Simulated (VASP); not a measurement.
**VASP 6.6.1 run: MgO**

INCAR

```
IBRION = -1
GGA = PE
NELM = 78
LCHARG = .FALSE.
ENCUT = 520
ISMEAR = -1
NELECT = 15.98
LREAL = .FALSE.
LWAVE = .FALSE.
LASPH = .TRUE.
NBANDS = 16
ISIF = 2
SIGMA = 0.02
PREC = Accurate
EDIFF = 1E-7
BMIX = 3
NSW = 0
```

KPOINTS

```
KPOINTS created by Atomic Simulation Environment
0
Gamma
4 4 2
0 0 0
```

POSCAR

```
Mg O
 1.0000000000000000
     3.2882172281021651   -0.0000000000288675    0.0000000000000000
    -1.6441086140260825    2.8476796527125590    0.0000000000000000
     0.0000000000000000    0.0000000000000000    4.9336789492999999
 Mg  O
   2   2
Cartesian
  0.0000000000166667  1.8984531017987498 -0.0652341425312186
  1.6441086140594159  0.9492265508849412  2.4016053321187814
  0.0000000000166667  1.8984531017987498  1.9153637485187187
  1.6441086140594159  0.9492265508849412  4.3822032231687187
```

The recommended PBE PAW datasets give the neutral cell 16 valence electrons.

Command

```
mpirun -np 1 vasp_std
```

Q: Predict the outcome of this run.

A: It converged. Results: pressure 5.4 GPa; largest force 0.03 eV/Å.

OSZICAR

```
N       E                     dE             d eps       ncg     rms          rms(c)
DAV:   1     0.682856281539E+02    0.68286E+02   -0.74341E+03   256   0.842E+02
DAV:   2    -0.231555125351E+02   -0.91441E+02   -0.84547E+02   360   0.203E+02
DAV:   3    -0.277124612559E+02   -0.45569E+01   -0.45457E+01   272   0.474E+01
DAV:   4    -0.277317090264E+02   -0.19248E-01   -0.19248E-01   320   0.362E+00
DAV:   5    -0.277318042059E+02   -0.95180E-04   -0.95180E-04   296   0.240E-01    0.116E+01
DAV:   6    -0.243940214733E+02    0.33378E+01   -0.37772E+00   256   0.151E+01    0.515E+00
DAV:   7    -0.235820719733E+02    0.81195E+00   -0.14711E+00   264   0.908E+00    0.293E+00
DAV:   8    -0.234873061773E+02    0.94766E-01   -0.10963E-01   256   0.369E+00    0.772E-01
DAV:   9    -0.235145363117E+02   -0.27230E-01   -0.12296E-01   320   0.235E+00    0.704E-01
DAV:  10    -0.235104688714E+02    0.40674E-02   -0.22615E-02   256   0.117E+00    0.180E-01
DAV:  11    -0.235122283843E+02   -0.17595E-02   -0.38355E-03   264   0.546E-01    0.202E-01
DAV:  12    -0.235122478816E+02   -0.19497E-04   -0.22671E-03   256   0.426E-01    0.959E-02
DAV:  13    -0.235122096194E+02    0.38262E-04   -0.31182E-04   264   0.156E-01    0.292E-02
DAV:  14    -0.235121886836E+02    0.20936E-04   -0.83233E-05   256   0.639E-02    0.118E-02
DAV:  15    -0.235121939332E+02   -0.52496E-05   -0.12461E-05   256   0.283E-02    0.412E-03
DAV:  16    -0.235121943548E+02   -0.42159E-06   -0.26630E-06   272   0.124E-02    0.236E-03
DAV:  17    -0.235121943977E+02   -0.42947E-07   -0.73643E-07   256   0.664E-03
   1 F= -.23512194E+02 E0= -.23511803E+02  d E =-.783760E-03
```

The cell is charged and sits in a uniform background.

For comparison, a separate PBE run of the intended cell, on usual settings and not on those above, gives a gap of 3.57 eV on its mesh and a pressure of 5.8 GPa.
